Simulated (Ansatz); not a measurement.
# Zn (P6_3/mmc) in Ansatz: convergence with k mesh

Aim: find how far k mesh must go before the results for Zn settle, at PBE. This setting moves, with any that are tied to it; all else stays.

Program: Ansatz 0.2.0. These are calculated values, not measurements. Logs are shortened: lines on timing, memory, paths and dates and some standing lists are left out, and cuts for length are marked.

### 1 Starting point

The structure is hexagonal, space group P6_3/mmc (No. 194). The conventional cell has a = 2.670 Å, b = 2.670 Å, c = 4.966 Å, α = 90.00°, β = 90.00°, γ = 120.00°. Zn (site symmetry -6m2) is surrounded by 12 Zn at 2.67 to 2.92 Å.

### 2 With k mesh 2 × 2 × 1

Input file input.yaml:

```yaml
crystal:
  lattice:
    - [2.67, 0.0, 0.0]
    - [-1.335, 2.3122878281, 0.0]
    - [0.0, 0.0, 4.966]
  atoms:
    - { symbol: Zn, position: [0.6666666667, 0.3333333333, 0.75] }
    - { symbol: Zn, position: [0.3333333333, 0.6666666667, 0.25] }
kpoints:
  mp_grid: { grid: [2, 2, 1] }
scf:
  occupations: { method: fermi_dirac, width: 0.05 }
hamiltonian:
  xc: pbe
  pseudopotentials: { kind: all_electron, lapw: { basis_error: 0.001 } }
output:
  forces: true
  stress: true
  eigenvalues: true
```

Potentials or basis: all-electron LAPW, scalar-relativistic.

Command:

```sh
> ansatz run input.yaml --threads 1 --pin off --max-ram 3072MiB --backend cpu --events-out ev --progress --plain --runs-dir out
```

The log of the run:

```text
Warning: RAYON_NUM_THREADS=1 ignored (pool sized by the plan → 1); use --threads N
LAPW: plane waves up to 8.322 Å⁻¹, error target 1.0e-3 eV per atom; small_component_spin mean_spin; Zn in spheres of 1.335 Å, 20 of its electrons in bands, Dirac shells [] (how accurate: hamiltonian.pseudopotentials.lapw.basis_error, Limitations)
Engine: ansatz 0.2.0, x86_64-unknown-linux-gnu
Pseudopotentials: kind: all_electron
Pseudopotential: Zn, LAPW, valence charge 20, lapw/all_electron/scalar/gaussian/Zn, Koelling and Harmon's equation, gaussian nucleus
Functional definition: PBE
  parameter kappa = 0.804
  parameter beta = 0.06672455060314922
  exchange = pbe_x(kappa = kappa, mu = beta*pi^2/3)
  correlation = pbe_c(beta = beta)
Crystal: 2 atoms, lattice volume = 30.659 Å³
Basis set: ecut = 263.87284333960963 eV, 313 PW (Γ), exchange–correlation at level 2
Bands: 24, of which v1, the nominal top of the filled ones, is band 20 counted from 1 (19 counted from 0)
Symmetry: 24 space group operations
Space group: P63/mmc (ITA 194), of the structure as read, at distance tolerance 3.1e-5 Å
k-points: 2 of 4
Non-local potential: Zn, projectors of the file, none
Initial density: superposition of atomic densities (chi_scale 0.1, normalization cell)
Initial wavefunctions: plane waves of lowest kinetic energy (no species holds an atomic orbital)
Functional: x = pbe(κ = 0.804, μ = 0.2195149727645171), c = pbe(β = 0.06672455060314922)
iter 1 solved again at ethr=2.16e-4 eV; its pass at ethr=1.00e-1 eV (dr2=8.66e-2 eV) is discarded
SCF iter   1: F=—  HF=-97744.817818 eV  |F-HF|=—  |Δ(HF+E_count)|=         —  Δρ=2.05e-2  dr2=8.68e-2  ethr=2.16e-4  ⟨swp⟩=2.5  Hψ=315  notcnv=0
preconditioner: auto → none  [insulator: Δε(μ)=4.595 eV  Ē_g=12.480 eV  σ=0.050 eV  W_gap=0.67  n_scr=10 (ndim 8)  ℏωp=32.9 eV  f_vac=0.000  D(μ)=6.67/eV (n_scr^D=134)  ε∞_Penn≈7.9]
iter 2 solved again at ethr=1.50e-5 eV; its pass at ethr=2.16e-4 eV (dr2=5.99e-3 eV) is discarded
SCF iter   2: F=—  HF=-97744.725374 eV  |F-HF|=—  |Δ(HF+E_count)|=   9.24e-2  Δρ=5.07e-3  dr2=5.98e-3  ethr=1.50e-5  ⟨swp⟩=2.0  Hψ=255  notcnv=0
SCF iter   3: F=—  HF=-97744.611081 eV  |F-HF|=—  |Δ(HF+E_count)|=   1.14e-1  Δρ=6.35e-3  dr2=8.38e-3  ethr=1.50e-5  ⟨swp⟩=3.0  Hψ=158  notcnv=0
SCF iter   4: F=—  HF=-97744.607362 eV  |F-HF|=—  |Δ(HF+E_count)|=   3.72e-3  Δρ=1.08e-3  dr2=2.32e-4  ethr=1.50e-5  ⟨swp⟩=2.0  Hψ=139  notcnv=0
SCF iter   5: F=—  HF=-97744.607457 eV  |F-HF|=—  |Δ(HF+E_count)|=   9.50e-5  Δρ=3.89e-5  dr2=3.37e-7  ethr=5.80e-7  ⟨swp⟩=2.0  Hψ=139  notcnv=0
SCF iter   6: F=-97744.607456 eV  HF=-97744.607456 eV  |F-HF|=6.90e-9  |Δ(HF+E_count)|=   1.30e-6  Δρ=5.01e-6  dr2=5.45e-9  ethr=8.43e-10  ⟨swp⟩=3.0  Hψ=158  notcnv=0
SCF 1 converged in 6 iterations: F = -97744.607456 eV  dr2 = 5.45e-9
SCF converged after 6 iterations
Free energy (F): -97744.607456 eV
Harris-Foulkes:  -97744.607456 eV  (|F-HF|=6.90e-9)
Internal energy: -97744.559716 eV  (E = F + TS)
E sigma→0 (E₀):  -97744.583586 eV
Entropy (-TS):   -0.047740 eV (-23.870 meV/atom)
Fermi energy:    11.608500 eV
--- Per-component energies (eV) ---
  E_band       = -1090.681327
  E_kinetic    = 99545.099820
  E_xc         = -3900.411662
  E_electrostatic = -193389.247874  (all electrons and nuclei)
  E_smearing   = -0.047740  (= −TS)
  E_closure    = 0.000000  (closes the sum)
  E_atoms      = -97743.829811  (free atoms, spherical and without spin; not in F)
  Σ components = -97744.607456   (vs F -97744.607456, Δ=0.00e0)
  Basis errors (estimates in eV, not in F): energy 2.8e-4 per atom: plane waves 2.6e-4 (1.4e-4 summed), levels above the bands 1.7e-105, relativity 9.7e-10, radial functions 1.4e-5, core shells 2.0e-11; eigenvalues (radial functions only) 7.7e-6; not estimated: angular momenta, meshes, grids; target (lapw.basis_error) 1.0e-3; muffin-tin radii Zn 1.335 Å
--- Forces (eV/Å), atoms counted from 1 ---
  atom   1  Zn     0.00000000     0.00000000     0.00000000
  atom   2  Zn    -0.00000000    -0.00000000    -0.00000000
  max |Σ_I F_I| component: 1.16e-18 eV/Å
--- Stress (GPa, compression-positive) ---
       14.684327      -0.000000       0.000000
        0.000000      14.684327      -0.000000
        0.000000      -0.000000     -18.787597
  P = ⅓ Tr σ = 3.5270 GPa (35.270 kbar)
--- Band table (eV) ---
  k-point 0: bands = ["-112.8024", "-112.8015", "-66.9534", "-66.9518", "-66.9518", "-66.9505", "-66.9505", "-66.9418", "3.3831", "5.1819", "5.8899", "6.0902", "6.0902", "6.1390", "6.1390", "6.4834", "6.4834", "6.6874", "6.6874", "10.1381", "10.6710", "27.1392", "30.7049", "31.0118"]
  k-point 1: bands = ["-112.7996", "-112.7993", "-66.9793", "-66.9781", "-66.9594", "-66.9574", "-66.9466", "-66.9428", "5.3643", "5.4460", "5.6226", "6.0954", "6.2532", "6.2755", "6.5753", "6.6741", "6.8491", "6.8683", "10.9152", "11.5738", "16.2990", "17.2674", "17.7280", "19.4134"]
```

It took 1.4 s on 1 thread of Intel Xeon at 2.70GHz, shared host; peak memory 0.25 GiB.

Results:

| Property | Result |
| --- | --- |
| Free energy | -97744.6075 eV |
| Pressure | 3.5 GPa |
| Band gap on the k mesh | none (metal or under the smearing width) |

### 3 With k mesh 4 × 4 × 2

Changes to input.yaml since step 2:

```diff
@@ -9,3 +9,3 @@
 kpoints:
-  mp_grid: { grid: [2, 2, 1] }
+  mp_grid: { grid: [4, 4, 2] }
 scf:
```

Potentials or basis: all-electron LAPW, scalar-relativistic.

Command:

```sh
> ansatz run input.yaml --threads 1 --pin off --max-ram 3072MiB --backend cpu --events-out ev --progress --plain --runs-dir out
```

It took 2.4 s on 1 thread of Intel Xeon at 2.70GHz, shared host; peak memory 0.26 GiB.

What came out:

* Free energy: -97746.3239 eV
* Pressure: -2.6 GPa
* Band gap on the k mesh: none (metal or under the smearing width)

### 4 With k mesh 6 × 6 × 3

Changes to input.yaml since step 3:

```diff
@@ -9,3 +9,3 @@
 kpoints:
-  mp_grid: { grid: [4, 4, 2] }
+  mp_grid: { grid: [6, 6, 3] }
 scf:
```

Command:

```sh
> ansatz run input.yaml --threads 1 --pin off --max-ram 3072MiB --backend cpu --events-out ev --progress --plain --runs-dir out
```

Wall time 3.3 s (1 thread of Intel Xeon at 2.70GHz, shared host); peak memory 0.27 GiB.

What came out:

| Item | Value |
| --- | --- |
| Free energy | -97746.0261 eV |
| Pressure | -0.6 GPa |
| Band gap on the k mesh | none (metal or under the smearing width) |

### 5 With k mesh 7 × 7 × 4

Changes to input.yaml since step 4:

```diff
@@ -9,3 +9,3 @@
 kpoints:
-  mp_grid: { grid: [6, 6, 3] }
+  mp_grid: { grid: [7, 7, 4] }
 scf:
```

Command:

```sh
> ansatz run input.yaml --threads 1 --pin off --max-ram 3072MiB --backend cpu --events-out ev --progress --plain --runs-dir out
```

It took 5.3 s on 1 thread of Intel Xeon at 2.70GHz, shared host; peak memory 0.28 GiB.

Results:

| Item | Value |
| --- | --- |
| Free energy | -97746.1041 eV |
| Pressure | -1.1 GPa |
| Band gap on the k mesh | none (metal or under the smearing width) |

### 6 With k mesh 9 × 9 × 5

Changes to input.yaml since step 5:

```diff
@@ -9,3 +9,3 @@
 kpoints:
-  mp_grid: { grid: [7, 7, 4] }
+  mp_grid: { grid: [9, 9, 5] }
 scf:
```

Potentials or basis: all-electron LAPW, scalar-relativistic.

Command:

```sh
> ansatz run input.yaml --threads 1 --pin off --max-ram 3072MiB --backend cpu --events-out ev --progress --plain --runs-dir out
```

Run time: 6.8 s. Hardware: 1 thread of Intel Xeon at 2.70GHz, shared host; peak memory 0.31 GiB.

What came out:

```
Free energy            : -97746.0088 eV
Pressure               : -0.6 GPa
Band gap on the k mesh : none (metal or under the smearing width)
```

### 7 With k mesh 11 × 11 × 6

Changes to input.yaml since step 6:

```diff
@@ -9,3 +9,3 @@
 kpoints:
-  mp_grid: { grid: [9, 9, 5] }
+  mp_grid: { grid: [11, 11, 6] }
 scf:
```

Command:

```sh
> ansatz run input.yaml --threads 1 --pin off --max-ram 3072MiB --backend cpu --events-out ev --progress --plain --runs-dir out
```

Run time: 11 s. Hardware: 1 thread of Intel Xeon at 2.70GHz, shared host; peak memory 0.35 GiB.

Results:

```
Free energy            : -97746.0302 eV
Pressure               : -0.7 GPa
Band gap on the k mesh : none (metal or under the smearing width)
```

### 8 With k mesh 13 × 13 × 7

Changes to input.yaml since step 7:

```diff
@@ -9,3 +9,3 @@
 kpoints:
-  mp_grid: { grid: [11, 11, 6] }
+  mp_grid: { grid: [13, 13, 7] }
 scf:
```

Command:

```sh
> ansatz run input.yaml --threads 1 --pin off --max-ram 3072MiB --backend cpu --events-out ev --progress --plain --runs-dir out
```

Wall time 19 s (1 thread of Intel Xeon at 2.70GHz, shared host); peak memory 0.38 GiB.

Results (log left out):

```yaml
Free_energy: -97746.0564 eV
Pressure: -0.9 GPa
Band_gap_on_the_k_mesh: none (metal or under the smearing width)
```

### 9 With k mesh 16 × 16 × 9

Changes to input.yaml since step 8:

```diff
@@ -9,3 +9,3 @@
 kpoints:
-  mp_grid: { grid: [13, 13, 7] }
+  mp_grid: { grid: [16, 16, 9] }
 scf:
```

Potentials or basis: all-electron LAPW, scalar-relativistic.

Command:

```sh
> ansatz run input.yaml --threads 1 --pin off --max-ram 3072MiB --backend cpu --events-out ev --progress --plain --runs-dir out
```

Wall time 33 s (1 thread of Intel Xeon at 2.70GHz, shared host); peak memory 0.48 GiB.

The run converged. Its results:

* Free energy: -97746.0499 eV
* Pressure: -1.0 GPa
* Band gap on the k mesh: none (metal or under the smearing width)

### 10 Summary

```
     k mesh  energy less the tightest run, at zero smearing (meV/atom)  pressure (GPa)  SCF cycles  CPU time (s)  peak memory (GiB)
  2 × 2 × 1                                                     732.49            3.53           6           1.2               0.25
  4 × 4 × 2                                                    -135.56           -2.56           7           2.4               0.26
  6 × 6 × 3                                                      13.06           -0.60           7           3.3               0.27
  7 × 7 × 4                                                     -27.11           -1.08           7           5.3               0.28
  9 × 9 × 5                                                      22.25           -0.57           8           6.8               0.31
11 × 11 × 6                                                      10.37           -0.67           8            11               0.35
13 × 13 × 7                                                      -3.13           -0.92           8            19               0.38
16 × 16 × 9                                                       0.00           -0.96           8            33               0.48
```

Against the tightest run, the pressure stays within 0.1 GPa from 13 × 13 × 7 on. Not settled before the last step: the energy (to 1 meV/atom). Meshes of other sizes hit other points, so gaps and Fermi surfaces needn't settle smoothly. The tightest run that finished is the yardstick and may itself not be fully converged.
